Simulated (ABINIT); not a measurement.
# ScAl3 (Pm-3m) in ABINIT: further runs, part 2 of 2

ABINIT 10.8.3 (patched build). The steps go on from the part before.

## Step 3: Band structure, LDA

The input, run.abi:

```
# Datasets: ground state, then fixed potential
ndtset 2

# Pseudopotentials
pp_dirpath "./"
pseudos "Sc.upf, Al.upf"

# Structure
acell 7.7248348677 7.7248348677 7.7248348677
rprim
     1.0000000000     0.0000000000     0.0000000000
     0.0000000000     1.0000000000     0.0000000000
     0.0000000000     0.0000000000     1.0000000000
ntypat 2
znucl 21 13
natom 4
typat 1 2 2 2
xcart
     0.0000000000     0.0000000000     0.0000000000
     2.0439032850     2.0439032850     0.0000000000
     0.0000000000     2.0439032850     2.0439032850
     2.0439032850     0.0000000000     2.0439032850 Angstrom

# Plane-wave basis
ecut 39.0

# Exchange and correlation
ixc 7

# Bands and occupations
occopt 3
tsmear 0.00183747

# SCF cycle
nstep 100

# Output
iomode 3
prtwf 0
prteig 0
prtebands 0
enunit 1
prtden1 1

# Dataset 1
kptopt1 1
ngkpt1 7 7 7
nshiftk1 1
shiftk1 0.0 0.0 0.0
nband1 14
tolvrs1 1.0e-10

# Dataset 2: bands along G-X-M-G-R-X
iscf2 -2
getden2 1
nband2 18
nbdbuf2 2
tolwfr2 1.0e-12
kptopt2 -5
ndivsm2 8
prteig2 1
prtvol2 -3
kptbounds2
     0.0000000000     0.0000000000     0.0000000000
     0.0000000000     0.5000000000     0.0000000000
     0.5000000000     0.5000000000     0.0000000000
     0.0000000000     0.0000000000     0.0000000000
     0.5000000000     0.5000000000     0.5000000000
     0.0000000000     0.5000000000     0.0000000000
```

Potentials or basis: PseudoDojo NC SR LDA v0.4 stringent.

The run is started by

```bash
$ abinit run.abi > log 2>&1
```

run.abo:

```text
.Version 10.8.3 of ABINIT
 DATASET    1 : space group Pm -3 m (#221); Bravais cP (primitive cubic)
================================================================================
 Values of the parameters that define the memory need for DATASET  1.
     intxc =       0    ionmov =       0      iscf =       7    lmnmax =       6
     lnmax =       6     mgfft =      45  mpssoang =       3    mqgrid =    3001
     natom =       4  nloc_mem =       1    nspden =       1   nspinor =       1
    nsppol =       1      nsym =      48    n1xccc =    2501    ntypat =       2
    occopt =       3   xclevel =       1
       mpw =        5397          nfft =       91125          nkpt =          20
================================================================================
================================================================================

 DATASET    2 : space group Pm -3 m (#221); Bravais cP (primitive cubic)
================================================================================
 Values of the parameters that define the memory need for DATASET  2.
     intxc =       0    ionmov =       0      iscf =      -2    lmnmax =       6
     lnmax =       6     mgfft =      45  mpssoang =       3    mqgrid =    3001
     natom =       4  nloc_mem =       1    nspden =       1   nspinor =       1
    nsppol =       1      nsym =      48    n1xccc =    2501    ntypat =       2
    occopt =       3   xclevel =       1
       mpw =        5410          nfft =       91125          nkpt =          53
================================================================================
================================================================================

--------------------------------------------------------------------------------
------------- Echo of variables that govern the present computation ------------
--------------------------------------------------------------------------------
 -outvars: echo values of preprocessed input variables --------
            acell      7.7248348677E+00  7.7248348677E+00  7.7248348677E+00 Bohr
              amu      4.49559100E+01  2.69815390E+01
             ecut      3.90000000E+01 Hartree
           enunit           1
           getden1          0
           getden2          1
             iscf1          7
             iscf2         -2
              ixc           7
           jdtset        1    2
           kptopt1          1
           kptopt2         -5
         kptrlatt        7    0    0      0    7    0      0    0    7
          kptrlen1     5.40738441E+01
          kptrlen2     3.00000000E+01
            natom           4
            nband1         14
            nband2         18
           nbdbuf1          0
           nbdbuf2          2
           ndtset           2
           ndivsm1          0
           ndivsm2          8
            ngfft          45      45      45
             nkpt1         20
             nkpt2         53
            nstep         100
             nsym          48
           ntypat           2
           occopt           3
        prtebands           0
           prteig1          0
           prteig2          1
           prtvol1          0
           prtvol2         -3
            prtwf           0
           shiftk1     0.00000000E+00  0.00000000E+00  0.00000000E+00
           shiftk2     5.00000000E-01  5.00000000E-01  5.00000000E-01
          spgroup         221
           tolvrs1     1.00000000E-10
           tolvrs2     0.00000000E+00
           tolwfr1     0.00000000E+00
           tolwfr2     1.00000000E-12
           tsmear      1.83747000E-03 Hartree
            typat      1  2  2  2
           xangst      0.0000000000E+00  0.0000000000E+00  0.0000000000E+00
[... 595 lines left out ...]
  3.4910E-01  3.5534E-01  3.7384E-01  4.4337E-01  4.4337E-01  4.8392E-01

--- !ResultsGS
iteration_state: {dtset: 2, }
comment   : Summary of ground state results
lattice_vectors:
- [  7.7248349,   0.0000000,   0.0000000, ]
- [  0.0000000,   7.7248349,   0.0000000, ]
- [  0.0000000,   0.0000000,   7.7248349, ]
lattice_lengths: [   7.72483,    7.72483,    7.72483, ]
lattice_angles: [ 90.000,  90.000,  90.000, ] # degrees, (23, 13, 12)
lattice_volume:   4.6096464E+02
convergence: {deltae:  0.000E+00, res2:  0.000E+00, residm:  9.999E-13, diffor:  0.000E+00, }
etotal    :  -5.55255489E+01
entropy   :   0.00000000E+00
fermie    :   2.93368610E-01
cartesian_stress_tensor: null
pressure_GPa: null
xred      :
- [  0.0000E+00,   0.0000E+00,   0.0000E+00, Sc]
- [  5.0000E-01,   5.0000E-01,   0.0000E+00, Al]
- [  0.0000E+00,   5.0000E-01,   5.0000E-01, Al]
- [  5.0000E-01,   0.0000E+00,   5.0000E-01, Al]
cartesian_forces: null
force_length_stats: {min: null, max: null, mean: null, }
...

 Integrated electronic density in atomic spheres:
 ------------------------------------------------
 Atom  Sphere_radius  Integrated_density
    1        2.00000          8.56352957
    2        2.00000          0.91799666
    3        2.00000          0.91799666
    4        2.00000          0.91799666
================================================================================

 ----iterations are completed or convergence reached----

 Mean square residual over all n,k,spin=   60.910E-14; max=  99.989E-14
 reduced coordinates (array xred) for    4 atoms
       0.000000000000      0.000000000000      0.000000000000
       0.500000000000      0.500000000000      0.000000000000
       0.000000000000      0.500000000000      0.500000000000
       0.500000000000      0.000000000000      0.500000000000

 cartesian coordinates (angstrom) at end:
    1      0.00000000000000     0.00000000000000     0.00000000000000
    2      2.04390328360126     2.04390328360126     0.00000000000000
    3      0.00000000000000     2.04390328360126     2.04390328360126
    4      2.04390328360126     0.00000000000000     2.04390328360126
 length scales=  7.724834867700  7.724834867700  7.724834867700 bohr
              =  4.087806567203  4.087806567203  4.087806567203 angstroms
 Eigenvalues (   eV  ) for nkpt=  53  k points:
 kpt#   1, nband= 18, wtk=  1.00000, kpt=  0.0000  0.0000  0.0000 (reduced coord)
 -40.42123  -19.40059  -19.40059  -19.40059   -1.90708    5.43880    5.43880    6.30310
   6.30310    6.30310    9.34675    9.34675    9.34675    9.39328   12.72041   12.72041
  13.31845   13.31845
 kpt#   2, nband= 18, wtk=  1.00000, kpt=  0.0000  0.0625  0.0000 (reduced coord)
 -40.42118  -19.40188  -19.40050  -19.40050   -1.87110    5.07320    5.46734    6.30689
   6.30689    6.56628    9.32614    9.32614    9.35784    9.55105   12.32197   12.76556
  13.35475   13.35475
 kpt#   3, nband= 18, wtk=  1.00000, kpt=  0.0000  0.1250  0.0000 (reduced coord)
 -40.42103  -19.40553  -19.40020  -19.40020   -1.76357    4.41193    5.55212    6.31729
   6.31729    6.96377    9.27308    9.27308    9.38988    9.96069   11.69281   12.91482
  13.40858   13.40858
 kpt#   4, nband= 18, wtk=  1.00000, kpt=  0.0000  0.1875  0.0000 (reduced coord)
 -40.42080  -19.41098  -19.39977  -19.39977   -1.58581    3.69191    5.69022    6.33164
   6.33164    7.35312    9.20810    9.20810    9.43912   10.45990   11.03944   13.21455
  13.31731   13.31731
 kpt#   5, nband= 18, wtk=  1.00000, kpt=  0.0000  0.2500  0.0000 (reduced coord)
[... 181 lines left out ...]
   6.16493    7.55108    9.55619    9.78664   10.16668   10.25176   10.43300   11.66823
  12.31305   14.44775
 kpt#  51, nband= 18, wtk=  1.00000, kpt=  0.0909  0.5000  0.0909 (reduced coord)
 -40.41964  -19.43341  -19.40037  -19.40008    0.07953    0.93770    5.80170    6.12491
   6.37585    8.17032    9.45694    9.59182    9.64010   10.09146   10.28106   11.80215
  12.16233   13.83749
 kpt#  52, nband= 18, wtk=  1.00000, kpt=  0.0455  0.5000  0.0455 (reduced coord)
 -40.41980  -19.43397  -19.39856  -19.39848   -0.01109    0.82363    6.19886    6.30476
   6.54053    8.76030    9.05740    9.20665    9.55309    9.88747   10.19207   11.98772
  12.08772   13.35037
 kpt#  53, nband= 18, wtk=  1.00000, kpt=  0.0000  0.5000  0.0000 (reduced coord)
 -40.41985  -19.43416  -19.39793  -19.39793   -0.04131    0.78524    6.37302    6.37302
   6.60514    8.83516    9.11118    9.11118    9.49943    9.66919   10.17264   12.06482
  12.06482   13.16820

== END DATASET(S) ==============================================================
================================================================================

 -outvars: echo values of variables after computation  --------
            acell      7.7248348677E+00  7.7248348677E+00  7.7248348677E+00 Bohr
           etotal1    -5.5525548907E+01
            fcart1    -0.0000000000E+00 -0.0000000000E+00 -0.0000000000E+00
                      -0.0000000000E+00 -0.0000000000E+00 -0.0000000000E+00
                      -0.0000000000E+00 -0.0000000000E+00 -0.0000000000E+00
                      -0.0000000000E+00 -0.0000000000E+00 -0.0000000000E+00
           strten1     1.3520526905E-04  1.3520526905E-04  1.3520526905E-04
                       0.0000000000E+00  0.0000000000E+00  0.0000000000E+00
           xangst      0.0000000000E+00  0.0000000000E+00  0.0000000000E+00
                       2.0439032836E+00  2.0439032836E+00  0.0000000000E+00
                       0.0000000000E+00  2.0439032836E+00  2.0439032836E+00
                       2.0439032836E+00  0.0000000000E+00  2.0439032836E+00
             xred      0.0000000000E+00  0.0000000000E+00  0.0000000000E+00
                       5.0000000000E-01  5.0000000000E-01  0.0000000000E+00
                       0.0000000000E+00  5.0000000000E-01  5.0000000000E-01
                       5.0000000000E-01  0.0000000000E+00  5.0000000000E-01
 Calculation completed.
```

Run time: 3.4 min. Hardware: 1 thread of Arm Neoverse V1, shared host; peak memory 0.14 GiB.

What came out:

* Free energy: -1510.9272 eV
* Pressure: -4.0 GPa
* Band gap on the k mesh: none (metal or under the smearing width)
* Valence electrons inside the program's atomic spheres: Sc 8.56; Al 0.92

Levels at the corners of the path, in eV from the Fermi level:
```tsv
point	band 6	band 7	band 8	band 9	band 10	band 11	band 12	band 13	band 14	band 15
Γ	-2.54	-2.54	-1.68	-1.68	-1.68	1.36	1.36	1.36	1.41	4.74
X	-7.20	-1.61	-1.61	-1.38	0.85	1.13	1.13	1.52	1.69	2.19
M	-5.51	-5.51	-4.23	-0.45	-0.45	1.33	1.45	2.11	2.51	3.51
Γ	-2.54	-2.54	-1.68	-1.68	-1.68	1.36	1.36	1.36	1.41	4.74
R	-4.71	-4.71	-4.32	-2.80	-2.80	-2.80	1.05	2.62	2.62	4.06
X	-7.20	-1.61	-1.61	-1.38	0.85	1.13	1.13	1.52	1.69	2.19
```

## Step 4: Band structure, PW91

run.abi: that of step 3 with these lines changed.

```diff
@@ -5,6 +5,6 @@
 pp_dirpath "./"
-pseudos "Sc.upf, Al.upf"
+pseudos "Sc.GGA_PBE-JTH.xml, Al.GGA_PBE-JTH.xml"
 
 # Structure
-acell 7.7248348677 7.7248348677 7.7248348677
+acell 4.08780657 4.08780657 4.08780657 Angstrom
 rprim
@@ -17,13 +17,14 @@
 typat 1 2 2 2
-xcart
+xred
      0.0000000000     0.0000000000     0.0000000000
-     2.0439032850     2.0439032850     0.0000000000
-     0.0000000000     2.0439032850     2.0439032850
-     2.0439032850     0.0000000000     2.0439032850 Angstrom
+     0.5000000000     0.5000000000     0.0000000000
+     0.0000000000     0.5000000000     0.5000000000
+     0.5000000000     0.0000000000     0.5000000000
 
 # Plane-wave basis
-ecut 39.0
+ecut 20.0
+pawecutdg 40.0
 
 # Exchange and correlation
-ixc 7
+ixc -109134
 
@@ -31,3 +32,3 @@
 occopt 3
-tsmear 0.00183747
+tsmear 0.05 eV
 
@@ -41,4 +42,6 @@
 prtebands 0
-enunit 1
 prtden1 1
+prtvha1 1
+prtvclmb1 1
+prtpot1 1
 
@@ -50,3 +53,3 @@
 nband1 14
-tolvrs1 1.0e-10
+tolvrs1 1.0e-9
```

Potentials or basis: JTH PAW PBE v2.0.

The run is started by

```bash
$ abinit run.abi > log 2>&1
```

It took 70 s on 1 thread of Arm Neoverse V1, shared host; peak memory 0.15 GiB.

The run converged. Its results:

```yaml
Free_energy: -1454.9381 eV
Pressure: 1.1 GPa
Band_gap_on_the_k_mesh: none (metal or under the smearing width)
Valence_electrons_inside_the_program's_atomic_spheres: Sc 9.33; Al 0.76
```

Levels at the corners of the path, in eV from the Fermi level:
```csv
point,band 7,band 8,band 9,band 10,band 11,band 12,band 13,band 14
Γ,-2.53,-1.72,-1.72,-1.72,1.38,1.38,1.38,1.43
X,-1.63,-1.63,-1.37,0.91,1.09,1.09,1.50,1.70
M,-5.55,-4.25,-0.46,-0.46,1.30,1.47,2.16,2.56
Γ,-2.53,-1.72,-1.72,-1.72,1.38,1.38,1.38,1.43
R,-4.72,-4.35,-2.86,-2.86,-2.86,1.08,2.67,2.67
X,-1.63,-1.63,-1.37,0.91,1.09,1.09,1.50,1.70
```

Caveat: the PAW data sets were made with another functional, which shifts forces and pressure a little.

## Step 5: Band structure, AM05

run.abi: that of step 4 with these lines changed.

```diff
@@ -1,5 +1,3 @@
-# Datasets: ground state, then fixed potential
 ndtset 2
 
-# Pseudopotentials
 pp_dirpath "./"
@@ -7,4 +5,3 @@
 
-# Structure
-acell 4.08780657 4.08780657 4.08780657 Angstrom
+acell 7.7248348677 7.7248348677 7.7248348677
 rprim
@@ -23,3 +20,2 @@
 
-# Plane-wave basis
 ecut 20.0
@@ -27,6 +23,4 @@
 
-# Exchange and correlation
-ixc -109134
+ixc -120135
 
-# Bands and occupations
 occopt 3
@@ -34,6 +28,4 @@
 
-# SCF cycle
 nstep 100
 
-# Output
 iomode 3
@@ -43,7 +35,3 @@
 prtden1 1
-prtvha1 1
-prtvclmb1 1
-prtpot1 1
 
-# Dataset 1
 kptopt1 1
@@ -55,3 +43,2 @@
 
-# Dataset 2: bands along G-X-M-G-R-X
 iscf2 -2
@@ -62,3 +49,3 @@
 kptopt2 -5
-ndivsm2 8
+ndivsm2 5
 prteig2 1
```

The run is started by

```bash
$ abinit run.abi > log 2>&1
```

Run time: 54 s. Hardware: 1 thread of Arm Neoverse V1, shared host; peak memory 0.13 GiB.

The run converged. Its results:

```
Free energy                                           : -1450.0093 eV
Pressure                                              : -1.3 GPa
Band gap on the k mesh                                : none (metal or under the smearing width)
Valence electrons inside the program's atomic spheres : Sc 9.33; Al 0.75
```

Levels at the corners of the path, in eV from the Fermi level:
```
point  band 7  band 8  band 9  band 10  band 11  band 12  band 13  band 14
    Γ   -2.52   -1.71   -1.71    -1.71     1.27     1.40     1.40     1.40
    X   -1.62   -1.62   -1.41     1.04     1.10     1.10     1.40     1.73
    M   -5.51   -4.29   -0.44    -0.44     1.31     1.45     2.15     2.58
    Γ   -2.52   -1.71   -1.71    -1.71     1.27     1.40     1.40     1.40
    R   -4.66   -4.41   -2.87    -2.87    -2.87     1.01     2.69     2.69
    X   -1.62   -1.62   -1.41     1.04     1.10     1.10     1.40     1.73
```

Caveat: the PAW data sets were made with another functional, which shifts forces and pressure a little.

## Step 6: Overview

| task | level | potentials or basis | cutoff (eV) | fine-grid cutoff | gap on the mesh (eV) | pressure (GPa) |
| --- | --- | --- | --- | --- | --- | --- |
| equation of state | PBE+D3(BJ) | JTH PAW PBE v2.0 | 544 | 1088.46 eV | - | - |
| band structure | LDA | PseudoDojo NC SR LDA v0.4 stringent | 1061 | - | none | -4.0 |
| band structure | PW91 | JTH PAW PBE v2.0 | 544 | 1088.46 eV | none | 1.1 |
| band structure | AM05 | JTH PAW PBE v2.0 | 544 | 1088.46 eV | none | -1.3 |

Alike in all rows: no spin polarisation; cell as given; k mesh 7 × 7 × 7; smearing fermi-dirac 0.05 eV.

Caveats: the PAW data sets were made with another functional, which shifts forces and pressure a little (some runs); pressures at fixed basis lie under the slope of the energies (some runs).

Total energies depend on the potentials used, so only differences within one code and one set of settings carry meaning.

## Step 7: Against experiment

Step 2. A measured bulk modulus of ScAl3 is 91.5 GPa (298 K; quoted in “A Combined Experimental and First-Principles Based Assessment of Finite-Temperature Thermodynamic Properties of Intermetallic Al3Sc”, 2021, pmc:8067998); the calculated 95 GPa misses it by +4.3 %. The fit is for a static lattice scaled at fixed shape and fixed fractional positions.
